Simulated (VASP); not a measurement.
Set up this calculation in VASP 6.6.1, as the native input.

```yaml
Task: relaxation of cell and atoms
Functional: PBE
Potentials_or_basis: VASP PAW PBE potentials, release 64 (Si, Ge_d)
Cutoff: 520 eV
k_mesh: 6 × 6 × 3
Occupations: gaussian, width 0.15 eV
Spin: no spin polarisation
Further_INCAR_settings: PREC = Normal; ALGO = Fast; EDIFF = 0.0001; IBRION = 2; EDIFFG = -0.08; NSW = 24; ISIF = 3
```

The structure of Si3Ge lies in POSCAR:

```
Si3Ge
1.0
    3.8700000000      0.0000000000      0.0000000000
   -1.9350000000      3.3515183100      0.0000000000
    0.0000000000      0.0000000000      6.3600000000
Si Ge
3 1
Direct
    0.6666666700      0.3333333300      0.9375000000
    0.3333333300      0.6666666700      0.4375000000
    0.6666666700      0.3333333300      0.5625000000
    0.3333333300      0.6666666700      0.0625000000
```

The cell was built by a generator and needn't be a form met in nature.

These files were run (other wordings do the same):

INCAR

```
SYSTEM = Si3Ge
ALGO = Fast
EDIFF = 1E-4
EDIFFG = -0.08
ENCUT = 520
GGA = PE
IBRION = 2
ISIF = 3
ISMEAR = 0
LASPH = .TRUE.
LCHARG = .FALSE.
LREAL = .FALSE.
LWAVE = .FALSE.
NELM = 60
NSW = 24
PREC = Normal
SIGMA = 0.15
```

KPOINTS

```
k-points
0
G
  6 6 3
  0 0 0
```

Potentials or basis: VASP PAW PBE potentials, release 64 (Si, Ge_d).

Launch:

```console
$ cat potpaw_PBE.64/Si/POTCAR potpaw_PBE.64/Ge_d/POTCAR > POTCAR
$ mpirun -np 1 vasp_std > vasp.out
```

Results of the run:

* Relaxed volume: 21.25 Å³/atom
* Relaxed cell: a = 3.903 Å, b = 3.903 Å, c = 6.441 Å, α = 90.00°, β = 90.00°, γ = 120.00°
* Space group after relaxing (to 0.05 Å): P3m1 (No. 156)
* Energy gained by relaxing: 6.7 meV/atom
* Ionic steps: 7
* Pressure after relaxing: -0.1 GPa
* Largest force after relaxing: 0.041 eV/Å
* Band gap on the k mesh: 0.44 eV, indirect (least direct gap 0.61 eV)

Caveat: an odd mesh through Γ misses points on the zone boundary, where band edges often lie; the relaxation stopped at a loose force limit of 0.08 eV/Å, so its end isn't a converged minimum.

Wall time 30 s on 1 thread of Intel(R) Xeon(R) Platinum 8488C (Sapphire Rapids), on a shared host, peak memory 0.17 GiB.
